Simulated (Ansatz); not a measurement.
Structure: LiH built on the NiAs prototype, at its r2SCAN minimum. Li is surrounded by 6 H at 2.02 Å; H is surrounded by 6 Li at 2.02 Å.

Space group P6_3/mmc (No. 194). a = 2.782 Å, b = 2.782 Å, c = 4.873 Å, α = 90.00°, β = 90.00°, γ = 120.00°
```
atom  site  symmetry       x       y       z
  Li    2a      -3m.  0.0000  0.0000  0.0000
   H    2c      -6m2  0.3333  0.6667  0.2500
```

The questions ask for values computed with the PAW code Ansatz on this geometry. No spin polarisation and no zero-point or thermal motion; the cell was built from a prototype and may be hypothetical.

Given (12×12×6 mesh): PBE gives an indirect gap of 4.32 eV, from M to L–M (0.20 of the way from L); the least direct gap is 4.95 eV at L–M (0.50 of the way from L).

(1) What does r2SCANh give for the gap (9×9×4 mesh)?

(2) What does HSE06 give for the gap (9×9×4 mesh)?

(3) How strongly does the crystal screen a field with clamped ions (PBE)?

(4) Relaxed again with PBEsol, is the cell stable at the zone centre, and where do its optical modes lie?

## Answers

(1) With r2SCANh the valence top lies at M and the conduction bottom at L–M (0.17 of the way from L), 5.55 eV higher; the smallest vertical gap, at L–M (0.50 of the way from L), is 6.22 eV. The gap differs by +1.23 eV from PBE's.

(2) HSE06 gives an indirect gap of 5.34 eV, from M to L–M (0.17 of the way from L); the least direct gap is 6.02 eV at L–M (0.50 of the way from L). The gap differs by +1.02 eV from PBE's.

(3) The clamped-ion dielectric constant comes out as 3.98 along x and y, 3.84 along z. Born charges, averaged over directions: Li +0.95, H -0.95 e.

(4) All optical modes at Γ are real, from 131 to 1062 cm⁻¹ without the longitudinal term; this says nothing of other wave vectors. With the long-range field the highest mode reaches 1109 cm⁻¹.

Where an edge lies off the special points, it is a point of the mesh or the k point where a search put PBE's edge or least direct gap, reused for the other functionals, whose own edges may lie a little apart; PBE's own value is read along its path and can be a few hundredths of an eV high.

The meshes of the hybrids are coarse, so their gaps aren't converged to the digits shown.

Set aside, since their points miss a band edge that the other levels read or their mesh is too coarse: LC-ωPBE.
